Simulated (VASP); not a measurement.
Input of a VASP 6.6.1 run:

Contents of INCAR:

```
SYSTEM = NaCl
PREC = Accurate ; ENCUT = 700
EDIFF = 1E-6 ; ISMEAR = 0
SIGMA = 0.02 ; LREAL = .False.
LASPH = .True. ; NELM = 60
ALGO = Fast ; ISIF = 2
LWAVE = .False. ; LCHARG = .False.
GGA = PS ; NBANDS = 14
```

KPOINTS

```
Automatic mesh
0
Gamma
  8 8 8
  0 0 0
```

POSCAR

```
NaCl
1.0
    0.0000000000      2.8036200000      2.8036200000
    2.8036200000      0.0000000000      2.8036200000
    2.8036200000      2.8036200000      0.0000000000
Na Cl
1 1
Direct
    0.0000000000      0.0000000000      0.0000000000
    0.5000000000      0.5000000000      0.5000000000
```

Potentials or basis: VASP PAW PBE potentials, release 64 (Na_pv, Cl).

The run is started by

```sh
$ cat potpaw_PBE.64/Na_pv/POTCAR potpaw_PBE.64/Cl/POTCAR > POTCAR
$ mpirun -np 1 vasp_std > vasp.out
```

Question: Estimate the band gap on the k mesh.

Answer: 4.99 eV, direct.

Question: Estimate the pressure.

Answer: -0.2 GPa.

Caveat: the PAW data sets were made with another functional, which shifts forces and pressure a little. A hybrid or GW would open this gap; PBEsol tends to underestimate it.
